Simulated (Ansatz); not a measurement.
Base run

Ansatz input (lattice in Å, positions in fractions of it)
```yaml
crystal:
  lattice:
    - [0, 3.135, 3.135]
    - [3.135, 0, 3.135]
    - [3.135, 3.135, 0]
  atoms:
    - { symbol: Hg, position: [0, 0, 0] }
    - { symbol: Se, position: [0.25, 0.25, 0.25] }
kpoints:
  mp_grid: { grid: [6, 6, 6] }
hamiltonian:
  xc: pbe
  pseudopotentials:
    kind: all_electron
    nuclear_model: point
    lapw: { basis_error: "0.25 meV" }
scf:
  occupations: { method: fermi_dirac, width: 0.02 }
  convergence: { dr2_threshold: "1e-9 eV" }
  max_iter: 300
output:
  forces: true
  stress: true
  eigenvalues: true
```

All numbers below come from PBE, all-electron LAPW, point nucleus in Ansatz.

It gives a pressure of -0.17 GPa.

Task: What changes with a first-order correction from the scalar-relativistic equation to Dirac's equation for the inner shells Hg 4p, Hg 4d, Se 3p and those below them?

Result: The pressure increases by 0.02 GPa.

The k-mesh is modest, so these values aren't fully converged in k.
